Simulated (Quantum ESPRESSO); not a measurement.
**Mn3Si under changes of volume**

One of the cells (11.475 Å³/atom); the others are scaled copies at fixed shape and fractional positions:

```
CELL_PARAMETERS angstrom
0.00000 2.84180 2.84180
2.84180 0.00000 2.84180
2.84180 2.84180 0.00000
ATOMIC_POSITIONS crystal
Mn 0.75000 0.75000 0.75000
Mn 0.25000 0.25000 0.25000
Mn 0.50000 0.50000 0.50000
Si 0.00000 0.00000 0.00000
```

- Program: Quantum ESPRESSO 7.5
- Functional: rev-vdW-DF2
- Potentials or basis: PseudoDojo 0.4.1 SR PBE standard
- Cutoff: 1306 eV
- Density cutoff: 5225 eV
- k mesh: 3 × 3 × 3
- Occupations: fermi-dirac, width 0.05 eV
- Spin: collinear spin, ferromagnetic start
- Starting moments: [4.0, 4.0, 4.0, 0.0] μB

```tsv
volume (Å³/atom)	energy over the lowest point (meV/atom)	pressure (GPa)	moment (μB per cell)
11.007	0.00	-4.7	1.65
11.241	10.20	-9.3	1.65
11.475	26.68	-13.2	1.64
11.709	48.68	-16.6	1.64
11.943	?	?	?
```

**Question.** What does the run at 11.943 Å³/atom give?

**Answer.** Energy over the lowest point 75.48 meV/atom; pressure -19.5 GPa; moment 1.62 μB per cell.

Worked out: A Birch-Murnaghan fit of order 2 (a polynomial in V^(-2/3)) to the other rows has its minimum at 10.79 Å³/atom, just outside them, with B0 = V·E''(V) = 242 GPa. It gives 75.73 meV/atom at 11.943 Å³/atom, against the run's 75.48, and -dE/dV = -20.1 GPa, against -19.5. A straight line through the other rows of the moment, of slope -0.0171 μB per Å³/atom, extrapolates to 1.64 μB, against the run's 1.62.

Energies are extrapolated to zero smearing.

Caveats: all runs use coarse meshes; the potentials were made for another functional, which shifts forces and pressure.
